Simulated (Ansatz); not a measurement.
Consider the following.

CoPt (CuAu type, space group P4/mmm)

```xyz
2
Lattice="2.6948 0.0000 0.0000 0.0000 2.6948 0.0000 0.0000 0.0000 3.7242" Properties=species:S:1:pos:R:3 pbc="T T T"
Co     1.3474     1.3474     1.8621
Pt     0.0000     0.0000     0.0000
```

Scan: atom 2 (Pt, nearest neighbour Co at 2.664 Å; its periodic images, 2.7 Å or more away, move with it) is displaced along Cartesian [111], direction (0.577, 0.577, 0.577) in Cartesian axes, by s. The other atoms stay.

Method: PBE (plane waves to 420 eV, PAW, scalar-relativistic; Ansatz, a program for electronic structure). k mesh 14×14×10 (Γ-centred), Fermi-Dirac smearing 0.05 eV. The energy includes the smearing's −TS. Left out: 2 of 11 points, with atoms too close for the PAW data. With partly filled bands, energies and forces of such displacements shift with the k mesh and the smearing. CoPt was relaxed with its symmetry unable to fall. Relaxed CoPt ends ferromagnetic. Spin-orbit coupling is left out, though Pt is heavy. The magnetic order is the one the run started from; other orders were not tried. ΔE is measured from the undisplaced structure.

The scan covers s from -0.640 to 0.640 Å in 9 points.

Task: Is the energy the same for equal positive and negative displacements?

Result: Even: the same for both signs. With its periodic images moving along, the atom's site symmetry in this cell is 4/mmm.

Task: What is the energy change at s = 0.640 Å?

Result: 1932 meV/cell.

Task: What force acts on the atom along the line at s = -0.640 Å?

Result: 8.94 eV/Å.

Task: What is the force constant k = d²E/ds² of this move at s = 0?

Result: 5.00 eV/Å².

(A displaced cell: forces are minus the slopes of the energy, force constants its curvatures, and phonons follow from these.)
